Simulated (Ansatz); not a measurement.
## BN under changes of volume

One of the cells (9.476 Å³/atom); the others are scaled copies at fixed shape and fractional positions:

```
N B
1.0
     0.00000    3.49532    2.16609
     1.25163    0.00000    2.16609
     1.25163    3.49532    0.00000
N B
1 1
Direct
  0.66665 0.66665 0.33335
  0.00005 0.00005 0.99995
```

Measurements of this composition are mostly on another form, of space group No. 194.

```yaml
Program: Ansatz 0.2.0
Functional: HSE06
Potentials_or_basis: Ansatz PAW
Cutoff: "420 eV (not typed: the program's choice for these potentials)"
k_mesh: 8 × 8 × 8
Occupations: fermi-dirac, width 0.05 eV
Spin: no spin polarisation
```

| volume (Å³/atom) | energy over the lowest point (meV/atom) | pressure (GPa) | gap on the mesh (eV) | largest force (eV/Å) |
| --- | --- | --- | --- | --- |
| 8.908 | 22.13 | 14.7 | 5.08 | 0.013 |
| 9.097 | 8.28 | 8.8 | 5.07 | 0.012 |
| 9.287 | 1.10 | 3.4 | 5.06 | 0.011 |
| 9.476 | 0.00 | -1.5 | 5.05 | 0.010 |
| 9.666 | 4.52 | -6.0 | 5.04 | 0.009 |
| 9.855 | ? | ? | ? | ? |
| 10.045 | 28.38 | -13.9 | 5.02 | 0.007 |

Question: What does the run at 9.855 Å³/atom give?

Answer: Energy over the lowest point 14.12 meV/atom; pressure -10.1 GPa; gap on the mesh 5.03 eV; largest force 0.008 eV/Å.

Worked out: A Birch-Murnaghan fit of order 3 (a polynomial in V^(-2/3)) to the other rows has its minimum at 9.42 Å³/atom with B0 = V·E''(V) = 241 GPa and B' = 3.5 at fixed shape and positions, which overstates the stiffness. It gives 14.09 meV/atom at 9.855 Å³/atom, against the run's 14.12, and -dE/dV = -10.1 GPa, against -10.1. A straight line through the other rows of the gap, of slope -0.499 eV per unit of ln V, gives 5.03 eV, against the run's 5.03.

Energies are extrapolated to zero smearing.

Caveats: the PAW data sets come from PBE, with cores solved anew for the run's functional, which leaves a small shift of forces and pressure; the thresholds are loose for stress.

A mesh can miss the band edges.
